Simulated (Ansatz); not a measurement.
Space group Fm-3m (No. 225). a = 7.176 Å, b = 7.176 Å, c = 7.176 Å, α = 90.00°, β = 90.00°, γ = 90.00°
```tsv
atom	site	symmetry	x	y	z
K	4a	m-3m	0.0000	0.0000	0.0000
I	4b	m-3m	0.5000	0.0000	0.0000
```

Equation of state of this KI structure (not necessarily the ground state), with shape and atoms relaxed at each volume where symmetry leaves them free. All numbers below come from DFT PBE, scalar-relativistic, plane waves, PAW in Ansatz 0.2.0.

Settings: cutoff 420 eV, Γ-centred mesh 6×6×6 on the computed 2-atom cell, Gaussian smearing of 0.02 eV; no spin polarisation.

| V (Å³/atom) | E − E(largest V) (meV/atom) | P (GPa) | gap on mesh (eV) |
| --- | --- | --- | --- |
| 43.426 | 2.21 | 0.80 | 4.00 |
| 44.812 | -2.81 | 0.38 | 3.93 |
| 46.198 | -4.51 | 0.03 | 3.86 |
| 47.584 | -3.43 | -0.27 | 3.80 |
| 48.970 | 0.00 | -0.52 | 3.74 |

Question: Fit a third-order Birch–Murnaghan equation to E(V).

Answer: V0 = 46.31 Å³/atom, B0 = 11 GPa, B0' = 4.8.

Spin-orbit coupling is left out, which matters for the bands of heavy elements.